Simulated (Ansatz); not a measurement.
## SnO2 (Cassiterite): relaxation of cell and atoms with r2SCAN

The system is SnO2 (Cassiterite).

```
Sn O
1.0
     4.73800    0.00000    0.00000
     0.00000    4.73800    0.00000
     0.00000    0.00000    3.18650
Sn O
2 4
Direct
  0.50000 0.50000 0.50000
  0.00000 0.00000 0.00000
  0.80710 0.19290 0.50000
  0.69290 0.69290 0.00000
  0.19290 0.80710 0.50000
  0.30710 0.30710 0.00000
```

| Quantity | Value |
| --- | --- |
| Program | Ansatz 0.2.0 |
| Task | relaxation of cell and atoms |
| Functional | r2SCAN |
| Potentials or basis | Ansatz PAW |
| Cutoff | 500 eV (not typed: the program's choice for these potentials) |
| k mesh | 6 × 6 × 8 |
| Occupations | fermi-dirac, width 0.05 eV |
| Spin | no spin polarisation |

```yaml
Relaxed_volume: 12.09 Å³/atom
Relaxed_cell: a = 4.760 Å, b = 4.760 Å, c = 3.201 Å, α = 90.00°, β = 90.00°, γ = 90.00°
Space_group_after_relaxing_to_0.05_Å: P4_2/mnm (No. 136)
Energy_gained_by_relaxing: 2.3 meV/atom
Ionic_steps: 6
Pressure_after_relaxing: 0.0 GPa
Band_gap_on_the_k_mesh: 1.77 eV, direct
```

The path:
```tsv
step	energy change (eV)	largest force (eV/Å)	volume (Å³)
1	0.0000	0.2423	71.53
2	-0.0121	0.0190	72.59
3	-0.0132	0.0335	72.59
4	-0.0134	0.0160	72.54
5	-0.0134	0.0000	72.52
6	-0.0139	0.0000	72.52
```

Final structure:
```yaml
crystal:
  lattice:
    - [4.75995, 0.00000, 0.00000]
    - [0.00000, 4.75995, 0.00000]
    - [0.00000, 0.00000, 3.20081]
  atoms:
    - { symbol: Sn, position: [0.50000, 0.50000, 0.50000] }
    - { symbol: Sn, position: [0.00000, 0.00000, 0.00000] }
    - { symbol: O, position: [0.80591, 0.19409, 0.50000] }
    - { symbol: O, position: [0.69409, 0.69409, 0.00000] }
    - { symbol: O, position: [0.19409, 0.80591, 0.50000] }
    - { symbol: O, position: [0.30591, 0.30591, 0.00000] }
```

Levels at points of the mesh, in eV from the valence-band top:
| k point | band 23 | band 24 | band 25 | band 26 | band 27 | band 28 | band 29 | band 30 |
| --- | --- | --- | --- | --- | --- | --- | --- | --- |
| (0.00, 0.00, 0.00) | -1.20 | -0.77 | -0.77 | 0.00 | 1.77 | 6.82 | 7.05 | 7.05 |
| (0.00, 0.00, -0.50) | -1.66 | -1.66 | -1.26 | -1.26 | 6.86 | 6.86 | 10.53 | 10.53 |
| (0.00, -0.50, 0.00) | -1.16 | -1.16 | -0.62 | -0.62 | 4.99 | 4.99 | 7.81 | 7.81 |
| (0.00, -0.50, -0.50) | -1.10 | -1.10 | -0.68 | -0.68 | 7.13 | 7.13 | 8.84 | 8.84 |
| (-0.50, -0.50, 0.00) | -1.28 | -1.28 | -0.92 | -0.92 | 5.43 | 5.43 | 8.21 | 8.21 |
| (-0.50, -0.50, -0.50) | -0.95 | -0.95 | -0.85 | -0.85 | 5.51 | 5.51 | 9.65 | 9.65 |

Wall time 34 s on 2 threads of Intel(R) Xeon(R) Platinum 8488C (Sapphire Rapids), on a shared host, peak memory 0.63 GiB.

Caveat: the plane-wave basis is chosen anew once the cell has moved, so the energies of steps on either side of that aren't comparable; spin-orbit coupling is left out, which moves the levels of the heavy elements; the PAW data sets come from PBE, with cores solved anew for the run's functional, which leaves a small shift of forces and pressure. r2SCAN opens gaps a little over a GGA but as a rule still falls short of measured ones.
